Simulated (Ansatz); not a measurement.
# Rb: the cost of one run

Computed with Ansatz 0.2.0 (DFT PBE, scalar-relativistic, plane waves, PAW, unless a step's input says otherwise).

1 further run of the same task is left out (set aside as unsound or not needed).

## Step 1: The structure to begin with

Symmetry: Pnma, No. 62, orthorhombic system. Conventional cell: a = 5.740 Å, b = 4.640 Å, c = 12.380 Å, α = 90.00°, β = 90.00°, γ = 90.00°. Rb (site symmetry m) is surrounded by 2 Rb at 3.56 Å.

As a file:

```
CELL_PARAMETERS angstrom
5.74000 0.00000 0.00000
0.00000 4.64000 0.00000
0.00000 0.00000 12.38000
ATOMIC_POSITIONS crystal
Rb 0.04700 0.25000 0.89300
Rb 0.45300 0.75000 0.39300
Rb 0.54700 0.25000 0.60700
Rb 0.95300 0.75000 0.10700
```

The structure comes from the Crystallography Open Database.

## Step 2: A distortion that keeps the symmetry

What differs from the listed cell: strain xx, yy, zz, yz, xz, xy = -3.8, -2.2, +0.0, +0.0, +0.0, +0.0 %; atoms moved by 0.03 Å root mean square, at most 0.03 Å.

The input, input.yaml:

```yaml
crystal:
  lattice:
    - [5.522454, 0.0, 0.0]
    - [0.0, 4.536992, 0.0]
    - [0.0, 0.0, 12.379381]
  atoms:
    - { symbol: Rb, position: [0.0418891717, 0.25, 0.8924930413] }
    - { symbol: Rb, position: [0.4581108283, 0.75, 0.3924930413] }
    - { symbol: Rb, position: [0.5418891717, 0.25, 0.6075069587] }
    - { symbol: Rb, position: [0.9581108283, 0.75, 0.1075069587] }
basis:
  ecutwfc: 420
kpoints:
  mp_grid: { grid: [8, 10, 4] }
hamiltonian:
  xc: pbe
scf:
  occupations: { method: gaussian, width: 0.1 }
output:
  forces: true
  stress: true
  eigenvalues: true
```

Run with:

```sh
> ansatz run input.yaml --threads 1 --pin off --max-ram 1331MiB --backend cpu --events-out ev --progress --plain --runs-dir out
```

**Question.** How long does this run take on 1 thread of an x86-64 CPU, shared host, and how much memory does it need?

About 66 s, with a peak of 0.75 GiB.
